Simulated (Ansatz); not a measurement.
# Al3Cu2: moving Al off its site

Al3Cu2, P-3m1, a = 4.099 Å, c = 4.982 Å. The structure is a Materials Project entry; whether it is the stable form wasn't checked. Ansatz: PBEsol, PAW, 420 eV, Γ-centred 12×12×10 mesh on 5 atoms, Gaussian smearing 0.15 eV; no spin polarisation.

```
CELL_PARAMETERS angstrom
4.09859 0.00000 0.00000
-2.04929 3.54948 0.00000
0.00000 0.00000 4.98210
ATOMIC_POSITIONS crystal
Al 0.00000 0.00000 0.00000
Al 0.33333 0.66667 0.35151
Al 0.66667 0.33333 0.64849
Cu 0.33333 0.66667 0.84229
Cu 0.66667 0.33333 0.15771
```

Atom 1 (Al) moves by x along the unit vector (0.707, 0.707, 0.000), with its periodic images; all else is held. y is the free energy of the cell over the start, F the force along the path summed over the moved atoms. Symmetry makes y even in x.

| x (Å) | y (meV) | F (eV/Å) |
| --- | --- | --- |
| -0.2000 | ? | ? |
| -0.0667 | 19.9 | 0.60 |
| 0.0000 | 0.0 | 0.00 |
| 0.0333 | 4.9 | -0.30 |
| 0.1000 | 44.8 | -0.90 |
| 0.1333 | 80.0 | -1.21 |
| 0.1667 | 125.7 | -1.53 |

Task: Fit y = c2 x² + c4 x⁴ to the energies of the other rows, give the force constant, and predict energy and force of the missing row.

Result: Least squares on the rows shown. y = 4459.8 x² + 2298.2 x⁴. The force constant is 2 c2 = 8.92 eV/Å² (for all images moving together, not for a lone atom). The force −dy/dx at the missing row is 1.86 eV/Å (computed 1.86). At x = -0.2000 the fit asked for gives 182.1 meV. The run gave 182.1 meV, the same to the digits shown.

The Al atom sits in a stiff, nearly harmonic well: the quartic term is positive but remains a small correction even at the largest displacement. The structure is a vacancy-ordered derivative of the CsCl type, in which this Al lies within a puckered ring of Cu. An in-plane shift compresses Al–Cu contacts on one side and stretches those on the other. Inversion cancels the odd terms, so the steepening short-range repulsion probably shows up as the weak hardening, while the computed energies show no off-centre minimum along this path.

The threefold axis together with inversion makes the energy isotropic in the basal plane through fourth order, so both fitted coefficients should hold for any in-plane direction. They don't carry over to motion along c, towards the vacant layer, where the restoring force may be quite different. Nor does the curvature give a phonon frequency directly, since in a true zone-centre mode the Cu and remaining Al atoms would move as well.
